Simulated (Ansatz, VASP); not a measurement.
GaN: VASP beside Ansatz

```xyz
2
Lattice="0.0000 2.3436 2.0732 2.3436 0.0000 2.0732 2.3436 2.3436 0.0000" Properties=species:S:1:pos:R:3 pbc="T T T"
Ga    0.0000    0.0000    0.0000
N     3.5155    3.5155    3.1098
```

Change from the starting cell: strain +0.040 along x and y, -0.080 along z, atoms carried along.

Alike in both runs: task single point; functional PBEsol; k mesh 10 × 10 × 10; occupations gaussian, width 0.05 eV; no spin polarisation.

|  | VASP | Ansatz |
| --- | --- | --- |
| version | VASP 6.6.1 | Ansatz 0.2.0 |
| potentials or method | VASP PAW PBE potentials, release 64 (Ga_d, N) | scalar-relativistic, plane waves, PAW |
| plane-wave cutoff (eV) | 520 | 420 |
| valence electrons in the cell | 18 | 18 |

|  | VASP | Ansatz | Ansatz less VASP |
| --- | --- | --- | --- |
| gap on the k mesh at the Fermi level (eV) | 1.38 | 1.36 | -0.018 |
| least direct gap on the mesh (eV) | 1.38 | 1.36 | -0.018 |
| pressure (GPa) | -1.5 | -1.3 | +0.19 |
| largest component of the traceless stress (GPa) | 7.69 | 7.63 | -0.063 |

The functional is the same, so the differences come from potentials, cutoffs and numerics.

Caveats: the PAW data sets were made with another functional, which shifts forces and pressure a little (VASP).
